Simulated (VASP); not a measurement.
# SnSe (Fm-3m) in VASP: a series of runs

One crystal, SnSe, is run at these levels: r2SCAN; tasks: single point.

All numbers are computed with VASP 6.6.1; they aren't measurements. Logs are shortened: lines on timing, memory, paths and dates and some standing lists are left out, and cuts for length are marked.

## Step 1: The crystal as given

The structure is cubic, space group Fm-3m (No. 225). Conventional cell: a = 6.020 Å, b = 6.020 Å, c = 6.020 Å, α = 90.00°, β = 90.00°, γ = 90.00°. Sn (site symmetry m-3m) has 6 Se at 3.01 Å as nearest neighbours. Se (site symmetry m-3m) is surrounded by 6 Sn at 3.01 Å.

Measurements of this composition are mostly on another form, of space group No. 62.

## Step 2: Single point, r2SCAN

The input, INCAR:

```
SYSTEM = SnSe
  ADDGRID = .FALSE.
  ALGO = Normal
  EDIFF = 0.01
  ENCUT = 400
  ISIF = 2
  ISMEAR = 0
  LASPH = .TRUE.
  LCHARG = .FALSE.
  LMIXTAU = .TRUE.
  LREAL = .FALSE.
  LWAVE = .FALSE.
  METAGGA = R2SCAN
  NBANDS = 17
  NELM = 100
  PREC = Accurate
  SIGMA = 0.05
```

The input, KPOINTS:

```
k-points
0
G
  6 6 6
  0 0 0
```

The input, POSCAR:

```
SnSe
1.0
    0.0000000000      3.0100000000      3.0100000000
    3.0100000000      0.0000000000      3.0100000000
    3.0100000000      3.0100000000      0.0000000000
Sn Se
1 1
Direct
    0.0000000000      0.0000000000      0.0000000000
    0.5000000000      0.5000000000      0.5000000000
```

Potentials or basis: VASP PAW PBE potentials, release 64 (Sn_d, Se).

Launch:

```sh
$ cat potpaw_PBE.64/Sn_d/POTCAR potpaw_PBE.64/Se/POTCAR > POTCAR
$ mpirun -np 1 vasp_std > vasp.out
```

OUTCAR:

```text
SYSTEM = SnSe
   EDIFF = 0.01
   ENCUT = 400
   ISIF = 2
   ISMEAR = 0
   LASPH = .TRUE.
   LREAL = .FALSE.
   METAGGA = R2SCAN
   NELM = 100
   PREC = Accurate

 Found     16 irreducible k-points:

 Following reciprocal coordinates:
            Coordinates               Weight
  0.000000  0.000000  0.000000      1.000000
  0.166667  0.000000  0.000000      8.000000
  0.333333  0.000000  0.000000      8.000000
  0.500000  0.000000  0.000000      4.000000
  0.166667  0.166667  0.000000      6.000000
  0.333333  0.166667  0.000000     24.000000
   k-points           NKPTS =     16   k-points in BZ     NKDIM =     16   number of bands    NBANDS=     17
   number of dos      NEDOS =    301   number of ions     NIONS =      2
   total plane-waves  NPLWV =  21952
   dimension x,y,z NGX =    28 NGY =   28 NGZ =   28
   dimension x,y,z NGXF=    56 NGYF=   56 NGZF=   56
   ions per type =               1   1
   NGX,Y,Z   is equivalent  to a cutoff of  10.94, 10.94, 10.94 a.u.
   NGXF,Y,Z  is equivalent  to a cutoff of  21.87, 21.87, 21.87 a.u.
 SYSTEM =  SnSe
   PREC   = accura    normal or accurate (medium, high low for compatibility)
   ISTART =      0    job   : 0-new  1-cont  2-samecut
   ICHARG =      2    charge: 1-file 2-atom 10-const
   ISPIN  =      1    spin polarized calculation?
   LNONCOLLINEAR =      F non collinear calculations
   LSORBIT =      F    spin-orbit coupling
   LASPH  =      T    aspherical Exc in radial PAW
   ENCUT  =  400.0 eV  29.40 Ry    5.42 a.u.   6.94  6.94  6.94*2*pi/ulx,y,z
   NELM   =    100;   NELMIN=  2; NELMDL= -5     # of ELM steps
   EDIFF  = 0.1E-01   stopping-criterion for ELM
   LREAL  =      F    real-space projection
   EDIFFG = 0.1E+00   stopping-criterion for IOM
   NSW    =      0    number of steps for IOM
   IBRION =     -1    ionic relax: 0-MD 1-quasi-New 2-CG
   NFREE  =      0    steps in history (QN), initial steepest desc. (CG)
   ISIF   =      2    stress and relaxation
   ISYM   =      2    0-nonsym 1-usesym 2-fastsym
   POTIM  = 0.5000    time-step for ionic-motion
   TEBEG  =    0.0;   TEEND  =   0.0 temperature during run
   PSTRESS=    0.0 pullay stress
   NELECT =      20.0000    total number of electrons
   NUPDOWN=      -1.0000    fix difference up-down
   EMIN   =  10.00;   EMAX   =-10.00  energy-range for DOS
   EFERMI =   0.00;   METHOD = LEGACY
   ISMEAR =     0;   SIGMA  =   0.05  broadening in eV -4-tet -1-fermi 0-gaus
   EFERMI_NEDOS =   21; number of points for ismear=-14 and -15
   IALGO  =     38    algorithm
   IMIX   =      4    mixing-type and parameters
     AMIX     =   0.40;   BMIX     =  1.00
     AMIX_MAG =   1.60;   BMIX_MAG =  1.00
  volume/ion in A,a.u.               =      27.27       184.03
  Fermi-wavevector in a.u.,A,eV,Ry     =   1.171768  2.214321 18.681350  1.373040
  Thomas-Fermi vector in A             =   2.308207
   LORBIT       =      0    0 simple, 1 ext, 2 COOP (PROOUT), +10 PAW based schemes
   METAGGA = R2SCAN    functional components
   LHFCALC =     F    Hartree Fock is set to
   AEXX    =    0.0000 exact exchange contribution
   IVDW    =     0    specifies the selected vdW correction
   LEPSILON=     F    determine dielectric tensor
   LRPA    =     F    only Hartree local field effects (RPA)
 non-spin polarized calculation
 Gauss-broadening in eV      SIGMA  =   0.05
  energy-cutoff  :      400.00
  volume of cell :       54.54
 maximum number of plane-waves:      1002
   NGX = 13   NGY = 13   NGZ = 13

 number of electron      19.9999997 magnetization

 Free energy of the ion-electron system (eV)
  ---------------------------------------------------
  ext. energy  EPLUGINS =         0.00000000
  ---------------------------------------------------
  free energy    TOTEN  =       -39.88531658 eV

  energy without entropy =      -39.88531658  energy(sigma->0) =      -39.88531658

 E-fermi :   5.9173     XC(G=0): -10.2004

 val. band max:        5.7009190433   @ k =   0.5000   0.0000   0.0000
 cond. band min:       6.1465126906   @ k =   0.5000   0.0000   0.0000
 fundamental gap:      0.4455936473
 Fermi energy:         5.9172725606

 k-point     1 :       0.0000    0.0000    0.0000
  band No.  band energies     occupation
      1     -16.8430      2.00000
      2     -16.8430      2.00000
      3     -16.8398      2.00000
      4     -16.8398      2.00000
      5     -16.8396      2.00000
      6      -9.0320      2.00000
[... 9 lines left out ...]
     16      11.7369      0.00000
     17      14.0198      0.00000

 k-point     2 :       0.1667    0.0000    0.0000
  band No.  band energies     occupation
      1     -16.8450      2.00000
      2     -16.8448      2.00000
      3     -16.8392      2.00000
      4     -16.8368      2.00000
      5     -16.8368      2.00000
      6      -8.8337      2.00000
[... 9 lines left out ...]
     16      12.3842      0.00000
     17      15.7855      0.00000

 k-point     3 :       0.3333    0.0000    0.0000
  band No.  band energies     occupation
      1     -16.8495      2.00000
      2     -16.8492      2.00000
      3     -16.8379      2.00000
      4     -16.8303      2.00000
      5     -16.8302      2.00000
      6      -8.3598      2.00000
[... 9 lines left out ...]
     16      14.0759      0.00000
     17      17.9695      0.00000

 k-point     4 :       0.5000    0.0000    0.0000
  band No.  band energies     occupation
      1     -16.8517      2.00000
      2     -16.8514      2.00000
      3     -16.8373      2.00000
      4     -16.8270      2.00000
      5     -16.8269      2.00000
      6      -8.0626      2.00000
[... 9 lines left out ...]
     16      16.1880      0.00000
     17      16.1886      0.00000

 k-point     5 :       0.1667    0.1667    0.0000
  band No.  band energies     occupation
      1     -16.8490      2.00000
      2     -16.8414      2.00000
      3     -16.8411      2.00000
      4     -16.8355      2.00000
      5     -16.8353      2.00000
      6      -8.7671      2.00000
[... 9 lines left out ...]
     16      13.4770      0.00000
     17      14.3881      0.00000

 k-point     6 :       0.3333    0.1667    0.0000
  band No.  band energies     occupation
      1     -16.8549      2.00000
      2     -16.8429      2.00000
      3     -16.8406      2.00000
      4     -16.8314      2.00000
      5     -16.8292      2.00000
      6      -8.3807      2.00000
[... 9 lines left out ...]
     16      15.0009      0.00000
     17      16.5966      0.00000

 [... further k-points ...]

------------------------ aborting loop because EDIFF is reached ----------------------------------------

  FORCE on cell =-STRESS in cart. coord.  units (eV):
  Direction    XX          YY          ZZ          XY          YZ          ZX
  --------------------------------------------------------------------------------------
  -------------------------------------------------------------------------------------
  Total       -0.3698892     -0.3698892     -0.3698892      0.0000000      0.0000000      0.0000000
  in kB      -10.8655755    -10.8655755    -10.8655755      0.0000000      0.0000000      0.0000000
  external PRESSURE =     -10.8655755 kB  Pullay stress =       0.0000000 kB

 VOLUME and BASIS-vectors are now :
 -----------------------------------------------------------------------------
  energy-cutoff  :      400.00
  volume of cell :       54.54
      direct lattice vectors                 reciprocal lattice vectors
     0.000000000  3.010000000  3.010000000    -0.166112957  0.166112957  0.166112957
     3.010000000  0.000000000  3.010000000     0.166112957 -0.166112957  0.166112957
     3.010000000  3.010000000  0.000000000     0.166112957  0.166112957 -0.166112957

 POSITION                                       TOTAL-FORCE (eV/Angst)
 -----------------------------------------------------------------------------------
      0.00000      0.00000      0.00000         0.000000      0.000000     -0.000000
      3.01000      3.01000      3.01000        -0.000000     -0.000000      0.000000
 -----------------------------------------------------------------------------------
    total drift:                               -0.000000      0.000000      0.000000

  FREE ENERGIE OF THE ION-ELECTRON SYSTEM (eV)
  ---------------------------------------------------
  free  energy   TOTEN  =       -39.8853165763 eV

  energy  without entropy=      -39.8853165763  energy(sigma->0) =      -39.88531658
```

Wall time 25 s (1 thread of Intel Xeon Platinum 8488C (Sapphire Rapids), shared host); peak memory 0.16 GiB.

The run converged, but some of its settings lie outside the range that counts as converged, so its numbers aren't taken as properties of the crystal.

Results:

```
Free energy            : -39.8853 eV
Pressure               : -1.1 GPa
Band gap on the k mesh : 0.45 eV, direct
```

Caveat: the PAW data sets were made with another functional, which shifts forces and pressure a little; spin-orbit coupling is left out, which moves the levels of the heavy elements.

## Step 3: Single point, r2SCAN

Edit INCAR of step 2 so:

```diff
@@ -3,3 +3,3 @@
   ALGO = Normal
-  EDIFF = 0.01
+  EDIFF = 0.001
   ENCUT = 400
```

KPOINTS is that of step 2.

POSCAR is that of step 2.

Potentials or basis: VASP PAW PBE potentials, release 64 (Sn_d, Se).

Launch:

```sh
$ cat potpaw_PBE.64/Sn_d/POTCAR potpaw_PBE.64/Se/POTCAR > POTCAR
$ mpirun -np 1 vasp_std > vasp.out
```

OUTCAR:

```text
SYSTEM = SnSe
   EDIFF = 0.001
   ENCUT = 400
   ISIF = 2
   ISMEAR = 0
   LASPH = .TRUE.
   LREAL = .FALSE.
   METAGGA = R2SCAN
   NELM = 100
   PREC = Accurate

 Found     16 irreducible k-points:

 Following reciprocal coordinates:
            Coordinates               Weight
  0.000000  0.000000  0.000000      1.000000
  0.166667  0.000000  0.000000      8.000000
  0.333333  0.000000  0.000000      8.000000
  0.500000  0.000000  0.000000      4.000000
  0.166667  0.166667  0.000000      6.000000
  0.333333  0.166667  0.000000     24.000000
   k-points           NKPTS =     16   k-points in BZ     NKDIM =     16   number of bands    NBANDS=     17
   number of dos      NEDOS =    301   number of ions     NIONS =      2
   total plane-waves  NPLWV =  21952
   dimension x,y,z NGX =    28 NGY =   28 NGZ =   28
   dimension x,y,z NGXF=    56 NGYF=   56 NGZF=   56
   ions per type =               1   1
   NGX,Y,Z   is equivalent  to a cutoff of  10.94, 10.94, 10.94 a.u.
   NGXF,Y,Z  is equivalent  to a cutoff of  21.87, 21.87, 21.87 a.u.
 SYSTEM =  SnSe
   PREC   = accura    normal or accurate (medium, high low for compatibility)
   ISTART =      0    job   : 0-new  1-cont  2-samecut
   ICHARG =      2    charge: 1-file 2-atom 10-const
   ISPIN  =      1    spin polarized calculation?
   LNONCOLLINEAR =      F non collinear calculations
[... 56 lines left out ...]
 cond. band min:       6.1550226602   @ k =   0.5000   0.0000   0.0000
 fundamental gap:      0.4536951589
 Fermi energy:         5.9139847120

 k-point     1 :       0.0000    0.0000    0.0000
  band No.  band energies     occupation
      1     -16.8495      2.00000
      2     -16.8495      2.00000
      3     -16.8467      2.00000
      4     -16.8467      2.00000
      5     -16.8466      2.00000
      6      -9.0329      2.00000
[... 97 lines left out ...]
      4     -16.8382      2.00000
      5     -16.8361      2.00000
      6      -8.3809      2.00000
[... 9 lines left out ...]
     16      15.0045      0.00000
     17      16.5949      0.00000

 [... further k-points ...]

------------------------ aborting loop because EDIFF is reached ----------------------------------------

  FORCE on cell =-STRESS in cart. coord.  units (eV):
  Direction    XX          YY          ZZ          XY          YZ          ZX
  --------------------------------------------------------------------------------------
  -------------------------------------------------------------------------------------
  Total       -0.1586318     -0.1586318     -0.1586318     -0.0000000      0.0000000     -0.0000000
  in kB       -4.6598441     -4.6598441     -4.6598441     -0.0000000      0.0000000     -0.0000000
  external PRESSURE =      -4.6598441 kB  Pullay stress =       0.0000000 kB

 VOLUME and BASIS-vectors are now :
 -----------------------------------------------------------------------------
  energy-cutoff  :      400.00
  volume of cell :       54.54
      direct lattice vectors                 reciprocal lattice vectors
     0.000000000  3.010000000  3.010000000    -0.166112957  0.166112957  0.166112957
     3.010000000  0.000000000  3.010000000     0.166112957 -0.166112957  0.166112957
     3.010000000  3.010000000  0.000000000     0.166112957  0.166112957 -0.166112957

 POSITION                                       TOTAL-FORCE (eV/Angst)
 -----------------------------------------------------------------------------------
      0.00000      0.00000      0.00000         0.000000      0.000000     -0.000000
      3.01000      3.01000      3.01000         0.000000      0.000000      0.000000
 -----------------------------------------------------------------------------------
    total drift:                               -0.000000      0.000000      0.000000

  FREE ENERGIE OF THE ION-ELECTRON SYSTEM (eV)
  ---------------------------------------------------
  free  energy   TOTEN  =       -39.8885017726 eV

  energy  without entropy=      -39.8885017726  energy(sigma->0) =      -39.88850177
```

OSZICAR:

```text
N       E                     dE             d eps       ncg     rms          rms(c)
DAV:   1     0.942566906061E+02    0.94257E+02   -0.87579E+03   552   0.125E+03
DAV:   2    -0.312840697362E+02   -0.12554E+03   -0.12183E+03   584   0.328E+02
DAV:   3    -0.430664146433E+02   -0.11782E+02   -0.11720E+02   678   0.929E+01
DAV:   4    -0.433438062634E+02   -0.27739E+00   -0.27727E+00   654   0.150E+01
DAV:   5    -0.433520024892E+02   -0.81962E-02   -0.81959E-02   800   0.251E+00    0.363E+00
DAV:   6    -0.398220900471E+02    0.35299E+01   -0.12109E+00   670   0.149E+01    0.258E+00
DAV:   7    -0.397365322318E+02    0.85558E-01   -0.50219E-01   576   0.705E+00    0.981E-01
DAV:   8    -0.398410841327E+02   -0.10455E+00   -0.44295E-01   548   0.506E+00    0.545E-01
DAV:   9    -0.398626821027E+02   -0.21598E-01   -0.20554E-02   655   0.109E+00    0.426E-01
DAV:  10    -0.398844230303E+02   -0.21741E-01   -0.31329E-02   573   0.125E+00    0.952E-02
DAV:  11    -0.398854814900E+02   -0.10585E-02   -0.13468E-02   565   0.102E+00    0.819E-02
DAV:  12    -0.398879115913E+02   -0.24301E-02   -0.45514E-03   548   0.579E-01    0.406E-02
DAV:  13    -0.398868884812E+02    0.10231E-02   -0.72879E-04   435   0.285E-01    0.440E-02
DAV:  14    -0.398883255301E+02   -0.14370E-02   -0.66079E-04   411   0.239E-01    0.131E-02
DAV:  15    -0.398885017726E+02   -0.17624E-03   -0.15209E-04   276   0.126E-01
   1 F= -.39888502E+02 E0= -.39888502E+02  d E =-.731908E-11
```

Run time: 35 s. Hardware: 1 thread of Intel Xeon Platinum 8488C (Sapphire Rapids), shared host; peak memory 0.16 GiB.

These settings aren't checked as converged: the numbers below hold their error.

Results:

| Item | Value |
| --- | --- |
| Free energy | -39.8885 eV |
| Pressure | -0.5 GPa |
| Band gap on the k mesh | 0.45 eV, direct |

Caveat: the PAW data sets were made with another functional, which shifts forces and pressure a little; spin-orbit coupling is left out, which moves the levels of the heavy elements.

## Step 4: For comparison

An earlier run on the cell as given: functional PBEsol; potentials or basis VASP PAW PBE potentials, release 64 (Sn_d, Se); cutoff 520 eV; k mesh 8 × 8 × 8; occupations fermi-dirac, width 0.05 eV; no spin polarisation.

- Pressure: -1.9 GPa
- Band gap on the k mesh: 0.65 eV, direct
